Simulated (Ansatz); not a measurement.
Input and output of a single-point calculation on Cu2O (started from an entry of an open crystallographic database) (Ansatz, LDA). The cell was relaxed beforehand with r2SCAN.

The input:
```yaml
crystal:
  lattice:
    - [4.2460804562, 0.0, 0.0]
    - [0.0, 4.2460804562, 0.0]
    - [0.0, 0.0, 4.2460804562]
  atoms:
    - { symbol: Cu, position: [0.25, 0.25, 0.25] }
    - { symbol: Cu, position: [0.25, 0.75, 0.75] }
    - { symbol: Cu, position: [0.75, 0.75, 0.25] }
    - { symbol: Cu, position: [0.75, 0.25, 0.75] }
    - { symbol: O, position: [0.0, 0.0, 0.0] }
    - { symbol: O, position: [0.5, 0.5, 0.5] }
kpoints:
  mp_grid: { grid: [6, 6, 6] }
  band_path:
    path: [[0.0, 0.0, 0.0], [0.0, 0.5, 0.0], [0.5, 0.5, 0.0], [0.5, 0.5, 0.5]]
    npoints: 1
hamiltonian:
  xc: lda
scf:
  occupations: { method: fixed }
  n_extra_bands: 5
output:
  forces: true
  stress: true
  eigenvalues: true
  write_density: true
  write_potential: true
  elf: true
  volumetric_format: npy
```

Command: `ansatz run input.yaml --threads 4 --pin off --max-ram 7372MiB --backend cpu --events-out ev --progress --plain --runs-dir out`. It took 1.5 s on 4 threads of Arm Neoverse V2, on a shared host; peak host memory 0.4 GiB.

Main lines of the log:
```
scf.n_extra_bands = 5 over 44 filled bands (N_el = 88.0): the run solves 49 bands
Functional definition: SPW92
Crystal: 6 atoms, lattice volume = 76.553 Å³
Basis set: ecut = 420 eV, 1503 PW (Γ)
Symmetry: 48 space group operations
Space group: Pn-3m (ITA 224)
k-points: 20 of 216
preconditioner: auto → Resta (q_TF=auto, 2.792 Å⁻¹)  ε∞=17.5  [insulator: Δε(μ)=0.552 eV  ℏωp=31.8 eV]
NSCF: frozen V_eff on 4 k-points
Free energy (F): -27330.508597 eV
Fermi energy:    10.707653 eV
--- Per-component energies (eV) ---
  E_band       = -1842.068990
  E_kinetic    = 1544.125487
  E_local      = -19676.259584
  E_nonlocal   = 1694.784726
  E_hartree    = 8567.951484
  E_xc         = -493.868124
  E_vxc        = -638.851204
  E_paw        = -6678.822796
  E_vpaw       = -1901.788651
  E_ewald      = -12290.418073
  E_core_change = 1.992483
--- Stress (GPa, compression-positive) ---
       -7.320850       0.000000       0.000000
        0.000000      -7.320850       0.000000
        0.000000       0.000000      -7.320850
  P = ⅓ Tr σ = -7.3209 GPa (-73.209 kbar)
--- Band table (eV; the first three rows and the last of 20) ---
  k-point 0: bands = […, 9.1346, 9.1346, 9.1346, 10.7077, 10.7077, 10.7077, 11.2688, 11.8784, 11.8784, 18.6153, …]
  k-point 1: bands = […, 8.9960, 9.1106, 9.1106, 9.8195, 10.6366, 10.6366, 11.5107, 12.3245, 12.8265, 18.1623, …]
  k-point 2: bands = […, 9.0324, 9.0324, 9.2910, 9.2910, 10.4452, 10.4452, 12.1658, 13.4190, 13.4607, 16.7009, …]
  k-point 19: bands = […, 9.0789, 9.0789, 9.6821, 10.1333, 10.1333, 10.1333, 13.1114, 13.1114, 13.1114, 15.5860, …]
```

The rows of the band table are 0: (0, 0, 0) = Γ, 1: (0, 0, 1/6), 2: (0, 0, 1/3), 19: (-1/2, -1/2, -1/2) = R.

bands.tsv, columns around the gap (it counts bands from 0):
```tsv
# k_distance	band_39	band_40	band_41	band_42	band_43	band_44	band_45	band_46	band_47
# fermi_ev = 10.707653
# [0, 0, 0] at k_distance = 0.000000
# [0, 0.5, 0] at k_distance = 0.739881
# [0.5, 0.5, 0] at k_distance = 1.479761
# [0.5, 0.5, 0.5] at k_distance = 2.219642
# levels_relative_to = fermi_ev
0.000	-1.573	-1.573	0.000	0.000	0.000	0.561	1.171	1.171	7.908
0.740	-1.694	-1.200	-1.200	-0.415	-0.415	2.282	2.282	4.204	4.204
1.480	-1.490	-1.215	-1.215	-0.676	-0.676	1.902	1.902	3.852	3.852
2.220	-1.629	-1.026	-0.574	-0.574	-0.574	2.404	2.404	2.404	4.878
```
In order the rows are Γ, X, M, R.

Planar averages along the third cell vector, from rho_z.tsv and v_z.tsv (valence density with its augmentation; electrostatic potential energy of an electron, of which only differences have a meaning):
```tsv
z (Å)	ρ (e/Å³)	v_es (eV)
0.00	0.498	8.83
0.28	0.464	8.06
0.57	0.713	5.11
0.85	2.103	2.13
1.13	2.864	1.40
1.42	1.241	3.52
1.70	0.503	6.73
1.98	0.484	8.70
2.12	0.498	8.83
2.41	0.464	8.06
2.69	0.713	5.11
2.97	2.103	2.13
3.26	2.864	1.40
3.54	1.241	3.52
3.82	0.503	6.73
4.10	0.484	8.70
```

The LDA gap is direct at Γ: 0.56 eV. Edges are sought over the mesh and the listed points. At this geometry LDA finds -7.32 GPa, compression counted positive: its own equilibrium volume is smaller.

(Simulation; spin polarisation is off.)
